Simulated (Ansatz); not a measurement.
# BN: the cost of one run

The runs shown are made with Ansatz 0.2.0. PAW datasets, plane waves, zero pressure. Note: simulated data, non-magnetic, for a generated structure that need not be the stable one.

## 1. Starting point

This is the cell as the run starts from it, not yet at rest; its lengths are not the crystal's.

Space group Fm-3m (No. 225), cubic; conventional cell a = 3.124 Å, 3.81 Å³ an atom. Near B stand 6 N at 1.56 Å; near N stand 6 B at 1.56 Å.

As a file:

```cif
data_structure
_symmetry_space_group_name_H-M 'Fm-3m'
_symmetry_Int_Tables_number 225
_cell_length_a 3.1244
_cell_length_b 3.1244
_cell_length_c 3.1244
_cell_angle_alpha 90.000
_cell_angle_beta 90.000
_cell_angle_gamma 90.000
_cell_volume 30.50
loop_
_atom_site_label
_atom_site_type_symbol
_atom_site_symmetry_multiplicity
_atom_site_Wyckoff_symbol
_atom_site_fract_x
_atom_site_fract_y
_atom_site_fract_z
_atom_site_occupancy
B1 B 4 a 0.00000 0.00000 0.00000 1
N1 N 4 b 0.50000 0.00000 0.00000 1
```

## 2. Relaxation with PBE

The input, input.yaml:

```yaml
crystal:
  lattice:
    - [0.0, 1.5622, 1.5622]
    - [1.5622, 0.0, 1.5622]
    - [1.5622, 1.5622, 0.0]
  atoms:
    - { symbol: B, position: [0.0, 0.0, 0.0] }
    - { symbol: "N", position: [0.5, 0.5, 0.5] }
kpoints:
  mp_grid: { grid: [12, 12, 12] }
hamiltonian:
  xc: pbe
scf:
  occupations: { method: fermi_dirac, width: 0.02 }
relax:
  f_tol: 0.005
  cell: {}
```

Command:

```sh
$ ansatz run input.yaml --threads 2 --pin off --max-ram 2211MiB --backend cpu --events-out ev --progress --plain --runs-dir out
```

What time and memory should one allow on 2 threads of Arm Neoverse V1, shared host?

About 4.7 s, with a peak of 0.26 GiB.
